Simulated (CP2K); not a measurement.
## Si2Ni under changes of volume

One of the cells (13.166 Å³/atom); the others are scaled copies at fixed shape and fractional positions:

```xyz
3
Lattice="3.8226 0.0000 0.0000 1.9113 3.3105 0.0000 1.9113 1.1035 3.1212" Properties=species:S:1:pos:R:3 pbc="T T T"
Ni    0.0000    0.0000    0.0000
Si    5.7339    3.3105    2.3409
Si    1.9113    1.1035    0.7803
```

```yaml
Program: CP2K 2026.2
Functional: LDA
Potentials_or_basis: GTH_POTENTIALS Ni GTH-PADE-q18, Si GTH-PADE-q4; TZVP-MOLOPT-SR-GTH, TZVP-MOLOPT-PBE-GTH basis
Density_cutoff: 8163 eV
k_mesh: 9 × 9 × 9
Occupations: fermi-dirac, width 0.01 eV
Spin: collinear spin, ferromagnetic start
Starting_moments: "[1.0, 0.0, 0.0] μB"
```

| volume (Å³/atom) | energy over the lowest point (meV/atom) | pressure (GPa) |
| --- | --- | --- |
| 12.376 | 5.41 | 4.9 |
| 12.639 | 0.07 | 1.7 |
| 12.902 | 0.00 | -1.7 |
| 13.166 | 5.44 | -4.8 |
| 13.429 | ? | ? |
| 13.692 | 30.11 | -10.1 |
| 13.956 | 48.54 | -12.3 |

Question: What does the run at 13.429 Å³/atom give?

Answer: Energy over the lowest point 15.64 meV/atom; pressure -7.6 GPa.

Worked out: A Birch-Murnaghan fit of order 3 (a polynomial in V^(-2/3)) to the other rows has its minimum at 12.76 Å³/atom with B0 = V·E''(V) = 161 GPa and B' = 3.3. It gives 15.58 meV/atom at 13.429 Å³/atom, against the run's 15.64, and -dE/dV = -7.5 GPa, against -7.6.

Energies are extrapolated to zero smearing.

Caveats: the basis of atomic orbitals isn't converged, which shifts pressures, moduli and gaps; the total moment is fixed, so each spin has its own Fermi level.
